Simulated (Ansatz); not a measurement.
Calculated 17O nuclear quadrupole resonance for SiO2

Cell: an entry of the Crystallography Open Database (COD; perhaps a calculated or model structure), taken as it stands.

Space group P4_32_12 (No. 96); a = 4.9329, c = 6.4645 Å.

```
site  Wyckoff  site symmetry       x       y       z
  Si       4a            ..2  0.8177  0.8177  0.5000
   O       8b              1  0.2683  0.3646  0.8019
```

One atom of each set is listed.

All values are calculated (Ansatz; DFT, PBE, plane waves and PAW (field gradients read without the response of the frozen cores, which leaves them typically 4 to 6 % off), scalar-relativistic, 420 eV cutoff, Γ-centred 4×4×3 k-points, Fermi–Dirac smearing 0.02 eV), not measured.

17O: I = 5/2, Q = -25.58 mb (year-2017 value). Static lattice, zero field.

(1) At which frequencies do the 17O NQR lines lie?

Answers

(1) For I = 5/2 and η = 0 the lines are 3|C_Q|/20 and twice that; η pulls their ratio below 2.

```tsv
site	atoms	V_zz (10²¹ V/m²)	C_Q (MHz)	η	line frequencies (MHz)
O	8	9.36	-5.79	0.29	0.944, 1.71
```

At O V_zz runs parallel to the line that joins its two neighbours (within 2°).

At this cell the principal stresses reach 6 GPa in size with PBE, which can matter for small gradients. The cell is 8 % smaller than that of α-cristobalite at ambient conditions, so the entry probably stands for a crystal under pressure.
